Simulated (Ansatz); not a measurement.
The system is Tl.

```
Tl
1.0
     3.45600    0.00000    0.00000
    -1.72800    2.99298    0.00000
     0.00000    0.00000    5.52500
Tl
2
Direct
  0.66667 0.33333 0.75000
  0.33333 0.66667 0.25000
```

Base run:

```yaml
Program: Ansatz 0.2.0
Functional: BLYP
Potentials_or_basis: all-electron LAPW, scalar-relativistic
Cutoff: 167 eV (chosen from the basis error)
Basis_error_allowed: 0.001 eV/atom
k_mesh: 9 × 9 × 5
Occupations: fermi-dirac, width 0.05 eV
Spin: no spin polarisation
```

Its results: pressure 7.2 GPa.

Q: The run is repeated on the same cell with these changes: functional from BLYP to RPBE. What comes out?

A: Pressure 5.4 GPa.
